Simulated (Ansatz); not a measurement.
# PtSe2 (Sudovikovite) (P-3m1) in Ansatz: further runs

The runs below take PtSe2 (Sudovikovite) through single point, with HSE06 form with a typed share of exact exchange.

Everything below comes from runs of Ansatz 0.2.0. Logs are shortened: lines on timing, memory, paths and dates and some standing lists are left out, and cuts for length are marked.

### Step 1. Starting point

It takes space group P-3m1 (No. 164, trigonal). The conventional cell has a = 3.724 Å, b = 3.724 Å, c = 5.062 Å, α = 90.00°, β = 90.00°, γ = 120.00°. Around Pt (site symmetry -3m) lie 6 Se at 2.49 Å. Around Se (site symmetry 3m) lie 3 Pt at 2.49 Å.

### Step 2. Single point, HSE06 form with a typed share of exact exchange

Contents of input.yaml:

```yaml
crystal:
  lattice:
    - [3.724, 0.0, 0.0]
    - [-1.862, 3.2250786037, 0.0]
    - [0.0, 0.0, 5.062]
  atoms:
    - { symbol: Pt, position: [0.0, 0.0, 0.0] }
    - { symbol: Se, position: [0.6666666667, 0.3333333333, 0.75] }
    - { symbol: Se, position: [0.3333333333, 0.6666666667, 0.25] }
hamiltonian:
  xc:
    exchange: pbe
    correlation: pbe
    exx: { coeff: 0.35, omega: 0.2078699 }
  pseudopotentials: { kind: paw }
kpoints:
  mp_grid: { grid: [5, 5, 3] }
scf:
  occupations: { method: fermi_dirac, width: 0.05 }
output:
  forces: true
  stress: true
  eigenvalues: true
  write_density: true
  write_potential: true
  elf: true
  volumetric_format: npy
```

Potentials or basis: Ansatz PAW.

The run is started by

```sh
> ansatz run input.yaml --threads 2 --pin off --max-ram 5632MiB --backend cpu --events-out ev --progress --plain --runs-dir out
```

The program printed:

```text
Warning: output.stress: scf.convergence.dr2_threshold = 1e-7 eV (the SCF's general default) is looser than the 3e-10 eV advised for a printed stress (1e-10 eV for each atom of the cell: 3). What an SCF threshold leaves in a stress goes as its square root, and in the free energy as the threshold itself, and one threshold admits the most on a small cell: of the crystals measured, under no hybrid functional and no lock of the moments, on runs that ended without the residual-converged pass, on stresses that held no estimate of that error, the worst erred by over 100 MPa in a component at 1e-7 eV an atom and by under 5 at 1e-10. Set scf.convergence.dr2_threshold to 3e-10 eV or tighter. The threshold is an SCF's pass mark: one that does not reach it within its budget of iterations ends unconverged, or closes short of it on a stop that the run arms, and scf.convergence.dr2_threshold's page says what that costs each kind of run
Warning: output.stress: scf.exx.energy_threshold = 1e-6 eV is looser than the 3e-8 eV advised for a stress under a hybrid functional (1e-8 eV for each atom of the cell: 3). Every SCF of the exchange loop can meet its threshold on dr2 while the loop round them stops early: no threshold on dr2 bounds what that leaves in the stress. Set scf.exx.energy_threshold to 3e-8 eV or tighter. The threshold is the loop's pass mark: a loop that does not reach it within its budget of cycles ends unconverged, and scf.exx.energy_threshold's page has the law
Warning: RAYON_NUM_THREADS=2 ignored (pool sized by the plan → 2); use --threads N
Engine: ansatz 0.2.0, aarch64-unknown-linux-gnu
Pseudopotentials: kind: paw
Pseudopotential: Pt, paw, valence charge 18, recommended cutoff 420 eV (normal), Pt.paw.azcp
Pseudopotential: Se, paw, valence charge 16, recommended cutoff 420 eV (normal), Se.paw.azcp
Functional definition: unnamed
  parameter a_1 = 0.35
  parameter omega_1 = 0.2078699/angstrom
  exchange = pbe_x + (-a_1)*pbe_x_sr(omega_1) + a_1*exact_x_sr(omega_1)
  correlation = pbe_c
Crystal: 3 atoms, lattice volume = 60.796 Å³
Basis set: ecut = 420 eV, 1205 PW (Γ), exchange–correlation on 50×50×72 points (8 copies of the dense FFT grid, shifted against one another)
Bands: 30, of which v1, the nominal top of the filled ones, is band 25 counted from 1 (24 counted from 0)
Symmetry: 12 space group operations
Space group: P-3m1 (ITA 164), of the structure as read, at distance tolerance 3.9e-5 Å
k-points: 12 of 75
Non-local potential: Pt, projectors of the file, l = 0: 3, l = 1: 2, l = 2: 2, l = 3: 1
Non-local potential: Se, projectors of the file, l = 0: 2, l = 1: 2, l = 2: 3, l = 3: 1
PAW form: soft (Blöchl's): semilocal exchange-correlation on the pseudo side does not see the compensation charge
PAW frozen core: Pt, regenerated for the run's functional, and the local potential with it (the file was generated under x = pbe(κ = 0.804, μ = 0.2195149727645171), c = pbe(β = 0.06672455060314922))
PAW frozen core: Se, regenerated for the run's functional, and the local potential with it (the file was generated under x = pbe(κ = 0.804, μ = 0.2195149727645171), c = pbe(β = 0.06672455060314922))
PAW one-centre angular grid: Pt, 590 points (default); XC on 64 Gauss nodes
PAW one-centre angular grid: Se, 590 points (default); XC on 64 Gauss nodes
Initial density: superposition of atomic densities (neutral atoms: chi_scale 0, normalization atom), corrected by the library's trained network
Initial wavefunctions: pseudopotential atomic-orbital guess
Functional: x = pbe(κ = 0.804, μ = 0.2195149727645171), c = pbe(β = 0.06672455060314922), warm-up for x = pbe(κ = 0.804, μ = 0.2195149727645171) + 0.35 (exact − pbe) at short range (hse, ω = 0.2078699 Å⁻¹), c = pbe(β = 0.06672455060314922)
SCF iter   1: F=—  HF=-23462.287736 eV  |F-HF|=—  |Δ(HF+E_count)|=         —  Δρ=6.35e-3  dr2=2.64e-2  ethr=1.77e-3  ⟨swp⟩=7.1  Hψ=1427  notcnv=0
preconditioner: auto → none  [insulator: Δε(μ)=0.648 eV  Ē_g=10.185 eV  σ=0.050 eV  W_gap=0.86  n_scr=22 (ndim 8)  ℏωp=22.3 eV  f_vac=0.035  D(μ)=0.47/eV (n_scr^D=0)]
SCF iter   2: F=—  HF=-23462.291099 eV  |F-HF|=—  |Δ(HF+E_count)|=   3.36e-3  Δρ=6.07e-3  dr2=4.52e-2  ethr=5.29e-5  ⟨swp⟩=3.8  Hψ=926  notcnv=0
iter 3 solved again at ethr=2.04e-6 eV; its pass at ethr=5.29e-5 eV (dr2=1.02e-3 eV) is discarded
SCF iter   3: F=—  HF=-23462.283031 eV  |F-HF|=—  |Δ(HF+E_count)|=   8.07e-3  Δρ=1.27e-3  dr2=1.03e-3  ethr=2.04e-6  ⟨swp⟩=2.6  Hψ=1537  notcnv=0
SCF iter   4: F=—  HF=-23462.282974 eV  |F-HF|=—  |Δ(HF+E_count)|=   5.69e-5  Δρ=4.42e-4  dr2=3.43e-5  ethr=2.04e-6  ⟨swp⟩=3.0  Hψ=724  notcnv=0
SCF iter   5: F=—  HF=-23462.283034 eV  |F-HF|=—  |Δ(HF+E_count)|=   6.02e-5  Δρ=9.70e-5  dr2=1.74e-6  ethr=6.87e-8  ⟨swp⟩=3.9  Hψ=931  notcnv=0
SCF iter   6: F=—  HF=-23462.283038 eV  |F-HF|=—  |Δ(HF+E_count)|=   4.18e-6  Δρ=2.87e-5  dr2=1.76e-7  ethr=3.47e-9  ⟨swp⟩=3.9  Hψ=948  notcnv=0
SCF iter   7: F=—  HF=-23462.283039 eV  |F-HF|=—  |Δ(HF+E_count)|=   5.67e-7  Δρ=3.96e-6  dr2=1.57e-8  ethr=3.52e-10  ⟨swp⟩=3.0  Hψ=920  notcnv=0
SCF iter   8: F=-23462.283039 eV  HF=-23462.283039 eV  |F-HF|=2.18e-11  |Δ(HF+E_count)|=   6.48e-9  Δρ=6.88e-7  dr2=2.92e-10  ethr=3.15e-11  ⟨swp⟩=3.0  Hψ=890  notcnv=0
SCF 1 converged in 8 iterations: F = -23462.283039 eV  dr2 = 2.92e-10
Initial density: handed on by an earlier stage of this run
Initial wavefunctions: those handed on with the density
Functional: x = pbe(κ = 0.804, μ = 0.2195149727645171) + 0.35 (exact − pbe) at short range (hse, ω = 0.2078699 Å⁻¹), c = pbe(β = 0.06672455060314922)
[... 27 lines left out ...]
SCF iter   7: F=—  HF=-23469.715829 eV  |F-HF|=—  |Δ(HF+E_count)|=   2.22e-8  Δρ=2.39e-6  dr2=3.30e-9  ethr=2.30e-12  ⟨swp⟩=4.1  Hψ=1109  notcnv=0
SCF iter   8: F=—  HF=-23469.715829 eV  |F-HF|=—  |Δ(HF+E_count)|=  7.13e-10  Δρ=3.14e-7  dr2=4.28e-10  ethr=2.30e-12  ⟨swp⟩=3.5  Hψ=777  notcnv=0
SCF iter   9: F=-23469.715829 eV  HF=-23469.715829 eV  |F-HF|=9.82e-11  |Δ(HF+E_count)|=   1.87e-9  Δρ=6.40e-7  dr2=1.78e-10  ethr=1.45e-12 (applied; sched 1.00e-12)  ⟨swp⟩=3.8  Hψ=818  notcnv=0
SCF 3 converged in 9 iterations: F = -23469.715829 eV  dr2 = 1.78e-10
  Residual-converged pass: ⟨swp⟩=2.9  Hψ=875  notcnv=0  max |occ|·‖R‖ = 2.5e-7 eV (tolerance 2.7e-7 eV)  dr2=1.77e-10  dr2_onsite=2.16e-11  max |Δocc| = 2.1e-14
hybrid outer 2: dexx = +1.023e-5 eV, tail = 5.99e-7 eV, Δε = 3.85e-3 eV (about 1.98e-4 eV left of the loop's levels), ΔF = 1.87e-2 eV/Å (tail 4.44e-3)
Exchange kernel: α = 0.3500, screened, ω = 0.2079 Å⁻¹, Wigner–Seitz truncation, v(0) = 1037.8944 eV·Å³, q-mesh 5×5×3, nearest image of the exchange supercell L = 15.19 Å, pair-density grid 18×18×24, without the augmentation charges, whose exchange is taken in its separable form by FFT convolution over the k-point mesh (sized by the pseudopotential files, 24×24×36 at the most), smooth part of the exact exchange by density-matrix convolution
Frozen-core exchange: fock
SCF iter   1: F=—  HF=-23469.715832 eV  |F-HF|=—  |Δ(HF+E_count)|=         —  Δρ=1.23e-5  dr2=2.47e-8  ethr=5.99e-9  ⟨swp⟩=4.8  Hψ=780  notcnv=0
preconditioner: auto → none  [insulator: Δε(μ)=0.380 eV  Ē_g=12.286 eV  σ=0.050 eV  W_gap=0.93  n_scr=22 (ndim 8)  ℏωp=22.3 eV  f_vac=0.038  D(μ)=0.06/eV (n_scr^D=0)]
SCF iter   2: F=—  HF=-23469.715832 eV  |F-HF|=—  |Δ(HF+E_count)|=   1.90e-8  Δρ=3.33e-6  dr2=5.53e-9  ethr=4.09e-11  ⟨swp⟩=4.1  Hψ=1086  notcnv=0
SCF iter   3: F=—  HF=-23469.715832 eV  |F-HF|=—  |Δ(HF+E_count)|=   1.08e-9  Δρ=6.97e-7  dr2=2.60e-10  ethr=7.11e-12  ⟨swp⟩=3.0  Hψ=727  notcnv=0
SCF iter   4: F=-23469.715832 eV  HF=-23469.715832 eV  |F-HF|=5.46e-11  |Δ(HF+E_count)|=   1.53e-9  Δρ=3.77e-7  dr2=7.10e-11  ethr=1.61e-12 (applied; sched 1.00e-12)  ⟨swp⟩=3.1  Hψ=907  notcnv=0
SCF 4 converged in 4 iterations: F = -23469.715832 eV  dr2 = 7.10e-11
  Residual-converged pass: ⟨swp⟩=3.2  Hψ=776  notcnv=0  max |occ|·‖R‖ = 2.7e-7 eV (tolerance 2.7e-7 eV)  dr2=7.12e-11  dr2_onsite=8.32e-12  max |Δocc| = 8.1e-14
hybrid outer 3: dexx = +2.998e-8 eV, tail = 8.63e-10 eV, Δε = 3.25e-4 eV (about 1.86e-5 eV left of the loop's levels), ΔF = 1.38e-3 eV/Å (tail 3.08e-4)
hybrid SCF converged: 3 outer / 23 inner (+8 warm-up), last move |dexx| = 3.00e-8 eV, tail = 8.63e-10 eV
Stability not checked: this state was not tested for a lower state beside it, because the functional holds exact exchange (a hybrid, or Hartree-Fock), whose exchange loop this test does not read (fock_operator; see scf.lower_state_search)
Free energy (F): -23469.715832 eV
Frozen-core exchange: fock
Harris-Foulkes:  -23469.715832 eV  (|F-HF|=5.46e-11)
Internal energy: -23469.715059 eV  (E = F + TS)
E sigma→0 (E₀):  -23469.715446 eV
Entropy (-TS):   -0.000773 eV (-0.258 meV/atom)
Fermi energy:    13.546358 eV
--- Per-component energies (eV) ---
  E_band       = -1158.477731
  E_kinetic    = 872.710980
  E_local      = -6785.446197  (includes V_loc(G=0)·N_el)
  E_nonlocal   = -990.443441
  E_hartree    = 3147.362790
  E_xc         = -338.589592
  E_vxc        = -356.535042  (∫ρ·V_xc dr)
  E_exx        = -280.750555  (= α·E_x^exact, valence–valence)
  E_paw        = -13130.793229  (= ΣΔE_a)
  E_vpaw       = 368.012713  (= ΣTr[D̂ρ^β])
  E_aug_tail   = -0.000990  (compensation charges beyond the density's cutoff)
  E_ewald      = -5957.935364
  E_core_change = -5.829462  (= ΣΔE_core)
  E_smearing   = -0.000773  (= −TS)
  E_closure    = 0.000000  (closes the sum)
  Σ components = -23469.715832   (vs F -23469.715832, Δ=0.00e0)
--- Forces (eV/Å), atoms counted from 1 ---
  atom   1  Pt    -0.00000000     0.00000000     0.00000000
  atom   2  Se     0.00000000    -0.00000000     0.12854183
  atom   3  Se     0.00000000     0.00000000    -0.12854183
  max |Σ_I F_I| component: 2.31e-18 eV/Å
--- Stress (GPa, compression-positive) ---
        0.517016       0.000000      -0.000000
       -0.000000       0.517016       0.000000
       -0.000000       0.000000       1.802096
  P = ⅓ Tr σ = 0.9454 GPa (9.454 kbar)
--- Band table (eV; the first three rows and the last of 12) ---
  k-point 0: bands = ["-93.0960", "-45.5046", "-45.5046", "-45.4071", "-41.3264", "-41.3264", "-41.3230", "-41.3230", "-41.2942", "-41.2942", "-41.2880", "-41.2880", "-41.2771", "-41.2767", "-5.0495", "-1.7294", "4.2981", "5.2007", "5.2007", "7.4835", "7.4835", "9.2364", "11.5899", "11.5899", "13.4064", "14.9503", "14.9503", "17.2658", "18.3390", "21.3125"]
  k-point 1: bands = ["-93.0960", "-45.5048", "-45.5048", "-45.4072", "-41.3262", "-41.3262", "-41.3230", "-41.3230", "-41.2932", "-41.2932", "-41.2890", "-41.2890", "-41.2773", "-41.2765", "-4.6159", "-2.6708", "5.2486", "5.2486", "5.5724", "7.4517", "7.4517", "9.3888", "11.2321", "11.2321", "11.4013", "15.6948", "15.6948", "18.1442", "20.0509", "20.8857"]
  k-point 2: bands = ["-93.0960", "-45.5063", "-45.5048", "-45.4063", "-41.3259", "-41.3254", "-41.3242", "-41.3232", "-41.2934", "-41.2928", "-41.2897", "-41.2884", "-41.2769", "-41.2767", "-4.5456", "-1.9709", "4.8575", "5.5230", "5.5422", "7.0028", "7.2476", "8.5854", "10.1841", "10.9009", "11.9959", "14.8454", "15.2600", "18.8204", "20.1401", "21.3640"]
  k-point 11: bands = ["-93.0960", "-45.5091", "-45.5064", "-45.4048", "-41.3261", "-41.3253", "-41.3242", "-41.3234", "-41.2933", "-41.2911", "-41.2903", "-41.2897", "-41.2766", "-41.2765", "-2.8624", "-2.6050", "4.4638", "5.4065", "6.2527", "7.0168", "7.4708", "7.9168", "8.3307", "9.2843", "10.3111", "14.5320", "15.5738", "19.3495", "20.5563", "21.9185"]
```

Wall time 28 s (2 threads of Arm Neoverse V1, shared host); peak memory 1.1 GiB.

What came out:

```yaml
Free_energy: -23469.7158 eV
Pressure: 0.9 GPa
Largest_force: 0.129 eV/Å
Band_gap_on_the_k_mesh: 0.38 eV, indirect (least direct gap 1.54 eV)
```

Forces in eV/Å, atoms in the order of the input:
```
Pt   0.000  0.000  0.000
Se   0.000  0.000  0.129
Se   0.000  0.000 -0.129
```

Caveat: odd divisions of the mesh miss points on the zone boundary, where band edges often lie, so the gap on the mesh can be too wide; spin-orbit coupling is left out, which moves the levels of the heavy elements; the PAW data sets come from PBE, with cores solved anew for the run's functional, which leaves a small shift of forces and pressure; the thresholds are loose for stress. A k mesh can miss the band edges.

### Step 3. Single point, HSE06 form with a typed share of exact exchange

Changes to input.yaml since step 2:

```diff
@@ -13,3 +13,3 @@
     correlation: pbe
-    exx: { coeff: 0.35, omega: 0.2078699 }
+    exx: { coeff: 0.5, omega: 0.2078699 }
   pseudopotentials: { kind: paw }
@@ -23,5 +23 @@
   eigenvalues: true
-  write_density: true
-  write_potential: true
-  elf: true
-  volumetric_format: npy
```

Potentials or basis: Ansatz PAW.

The run is started by

```sh
> ansatz run input.yaml --threads 2 --pin off --max-ram 5632MiB --backend cpu --events-out ev --progress --plain --runs-dir out
```

The program printed:

```text
Warning: output.stress: scf.convergence.dr2_threshold = 1e-7 eV (the SCF's general default) is looser than the 3e-10 eV advised for a printed stress (1e-10 eV for each atom of the cell: 3). What an SCF threshold leaves in a stress goes as its square root, and in the free energy as the threshold itself, and one threshold admits the most on a small cell: of the crystals measured, under no hybrid functional and no lock of the moments, on runs that ended without the residual-converged pass, on stresses that held no estimate of that error, the worst erred by over 100 MPa in a component at 1e-7 eV an atom and by under 5 at 1e-10. Set scf.convergence.dr2_threshold to 3e-10 eV or tighter. The threshold is an SCF's pass mark: one that does not reach it within its budget of iterations ends unconverged, or closes short of it on a stop that the run arms, and scf.convergence.dr2_threshold's page says what that costs each kind of run
Warning: output.stress: scf.exx.energy_threshold = 1e-6 eV is looser than the 3e-8 eV advised for a stress under a hybrid functional (1e-8 eV for each atom of the cell: 3). Every SCF of the exchange loop can meet its threshold on dr2 while the loop round them stops early: no threshold on dr2 bounds what that leaves in the stress. Set scf.exx.energy_threshold to 3e-8 eV or tighter. The threshold is the loop's pass mark: a loop that does not reach it within its budget of cycles ends unconverged, and scf.exx.energy_threshold's page has the law
Warning: RAYON_NUM_THREADS=2 ignored (pool sized by the plan → 2); use --threads N
[... 5 set-up lines as earlier in the session ...]
  parameter a_1 = 0.5
[... 3 set-up lines as earlier in the session ...]
Crystal: 3 atoms, lattice volume = 60.796 Å³
Basis set: ecut = 420 eV, 1205 PW (Γ), exchange–correlation on 50×50×72 points (8 copies of the dense FFT grid, shifted against one another)
Bands: 30, of which v1, the nominal top of the filled ones, is band 25 counted from 1 (24 counted from 0)
[... 2 set-up lines as earlier in the session ...]
k-points: 12 of 75
[... 7 set-up lines as earlier in the session ...]
[... 66 lines left out ...]
Entropy (-TS):   -0.000061 eV (-0.020 meV/atom)
Fermi energy:    13.519692 eV
--- Per-component energies (eV) ---
  E_band       = -1244.990670
  E_kinetic    = 871.213281
  E_local      = -6782.517204  (includes V_loc(G=0)·N_el)
  E_nonlocal   = -990.387726
  E_hartree    = 3145.671678
  E_xc         = -282.003373
  E_vxc        = -295.048044  (∫ρ·V_xc dr)
  E_exx        = -401.502607  (= α·E_x^exact, valence–valence)
  E_paw        = -13067.278416  (= ΣΔE_a)
  E_vpaw       = 463.411895  (= ΣTr[D̂ρ^β])
  E_aug_tail   = -0.000992  (compensation charges beyond the density's cutoff)
  E_ewald      = -5957.935364
  E_core_change = -8.310624  (= ΣΔE_core)
  E_smearing   = -0.000061  (= −TS)
  E_closure    = 0.000000  (closes the sum)
  Σ components = -23473.051408   (vs F -23473.051408, Δ=0.00e0)
--- Forces (eV/Å), atoms counted from 1 ---
  atom   1  Pt    -0.00000000     0.00000000     0.00000000
  atom   2  Se     0.00000000    -0.00000000     0.37164980
  atom   3  Se     0.00000000     0.00000000    -0.37164980
  max |Σ_I F_I| component: 4.63e-18 eV/Å
--- Stress (GPa, compression-positive) ---
       -2.540265      -0.000000       0.000000
        0.000000      -2.540265       0.000000
        0.000000       0.000000       0.266358
  P = ⅓ Tr σ = -1.6047 GPa (-16.047 kbar)
--- Band table (eV; the first three rows and the last of 12) ---
  k-point 0: bands = ["-96.0571", "-47.6814", "-47.6814", "-47.5827", "-43.9455", "-43.9455", "-43.9415", "-43.9415", "-43.9078", "-43.9078", "-43.9010", "-43.9010", "-43.8881", "-43.8876", "-6.1725", "-2.6366", "3.4924", "4.4950", "4.4950", "6.6808", "6.6808", "8.5565", "11.2990", "11.2990", "13.2262", "15.0642", "15.0642", "17.4238", "18.7096", "21.6154"]
  k-point 1: bands = ["-96.0571", "-47.6817", "-47.6817", "-47.5829", "-43.9454", "-43.9454", "-43.9415", "-43.9415", "-43.9068", "-43.9068", "-43.9021", "-43.9021", "-43.8883", "-43.8874", "-5.7134", "-3.6476", "4.5462", "4.5462", "4.7740", "6.6464", "6.6464", "8.8532", "10.9381", "10.9381", "11.1068", "15.8545", "15.8545", "18.3345", "20.4253", "21.1549"]
  k-point 2: bands = ["-96.0571", "-47.6826", "-47.6814", "-47.5818", "-43.9450", "-43.9444", "-43.9429", "-43.9418", "-43.9069", "-43.9062", "-43.9029", "-43.9014", "-43.8879", "-43.8876", "-5.6384", "-2.9015", "4.0718", "4.7904", "4.8784", "6.3318", "6.4262", "7.9504", "9.6650", "10.5281", "11.7551", "14.9567", "15.4186", "19.0520", "20.5431", "21.6944"]
  k-point 11: bands = ["-96.0571", "-47.6844", "-47.6822", "-47.5800", "-43.9453", "-43.9444", "-43.9431", "-43.9421", "-43.9069", "-43.9044", "-43.9034", "-43.9028", "-43.8875", "-43.8874", "-3.8567", "-3.5760", "3.7151", "4.7076", "5.5686", "6.4304", "6.7602", "7.2006", "7.7205", "8.6830", "9.8654", "14.6771", "15.7665", "19.6881", "20.8552", "22.2271"]
```

Run time: 29 s. Hardware: 2 threads of Arm Neoverse V1, shared host; peak memory 1.1 GiB.

Results:

| Quantity | Value |
| --- | --- |
| Free energy | -23473.0514 eV |
| Pressure | -1.6 GPa |
| Largest force | 0.372 eV/Å |
| Band gap on the k mesh | 0.69 eV, indirect (least direct gap 1.84 eV) |

Forces in eV/Å, atoms in the order of the input:
```
Pt   0.000  0.000  0.000
Se   0.000  0.000  0.372
Se   0.000  0.000 -0.372
```

Caveat: odd divisions of the mesh miss points on the zone boundary, where band edges often lie, so the gap on the mesh can be too wide; spin-orbit coupling is left out, which moves the levels of the heavy elements; the PAW data sets come from PBE, with cores solved anew for the run's functional, which leaves a small shift of forces and pressure; the thresholds are loose for stress. A k mesh can miss the band edges.
